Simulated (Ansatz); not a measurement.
Consider ZnTe in the zinc blende structure (space group F-43m, No. 216; a = 6.179 Å). Axes: x, y, z lie along the cube axes.

Calculations: plane-wave PAW DFT at the PBE level (Ansatz, a program for electronic structure, 420 eV), no spin-orbit coupling.

Modification: an isotropic linear strain of −0.73 %, atoms relaxed at fixed cell.

Problem. Predict the stress tensor and what it implies for the stiffness.

Solution. Stress of the strained cell less that of the base (GPa, compression positive):
```
   1.00    0.00    0.00
   0.00    1.00    0.00
   0.00    0.00    1.00
```

Then B = −ΔP/(ΔV/V₀) with ΔV/V₀ = -0.0217 gives secant stiffness values (nonlinear terms included at this strain): B ≈ 46 GPa.

Whether these cells are dynamically stable was not tested.
